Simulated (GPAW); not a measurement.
Input of a GPAW 26.7.0 run:

run.py

```python
from ase import Atoms
from ase.calculators.mixing import SumCalculator
from ase.eos import EquationOfState
from ase.io import Trajectory
from ase.units import GPa
from dftd3.ase import DFTD3
from gpaw import GPAW, PW, setup_paths

setup_paths.insert(0, '.')

atoms = Atoms(['Pb', 'S'],
              cell=[[0.0, 2.96575, 2.96575],
                    [2.96575, 0.0, 2.96575],
                    [2.96575, 2.96575, 0.0]],
              scaled_positions=[[0.0, 0.0, 0.0],
                                [0.5, 0.5, 0.5]],
              pbc=True)

traj = Trajectory('eos.traj', 'w')
volumes, energies = [], []
for x in [0.94, 0.96, 0.98, 1.0, 1.02, 1.04, 1.06]:
    a = atoms.copy()
    a.set_cell(atoms.cell * x**(1 / 3), scale_atoms=True)
    calc = GPAW(mode=PW(600),
                xc='BLYP',
                kpts={'size': (6, 6, 6), 'gamma': True},
                occupations={'name': 'fermi-dirac', 'width': 0.05},
                nbands=19,
                convergence={'density': 1e-05, 'energy': 1e-05},
                eigensolver='davidson',
                maxiter=150,
                txt=f'eos-{x:.2f}.txt')
    a.calc = SumCalculator([calc, DFTD3(method='blyp', damping='d3bj')])
    energies.append(a.get_potential_energy())
    volumes.append(a.get_volume())
    p = -a.get_stress()[:3].mean() / GPa
    calc.write(f'eos-{x:.2f}.gpw')
    traj.write(a)
    print(f'{x:.2f} {volumes[-1]:10.4f} A^3 {energies[-1]:14.6f} eV {p:9.3f} GPa', flush=True)

v0, e0, B = EquationOfState(volumes, energies, eos='birchmurnaghan').fit()
print(f'V0 = {v0:.4f} A^3, E0 = {e0:.6f} eV, B0 = {B / GPa:.2f} GPa')
```

Potentials or basis: PAW data sets generated in the run's folder for this functional, pw.

The run is started by

```bash
$ gpaw-setup -f BLYP Pb S
$ OMP_NUM_THREADS=1 python run.py
```

(1) What does it give for the bulk modulus?

(2) Predict the equilibrium volume.

(3) Predict the pressure derivative of the bulk modulus.

## Answers

(1) 55 GPa.

(2) 26.47 Å³/atom.

(3) 4.6.
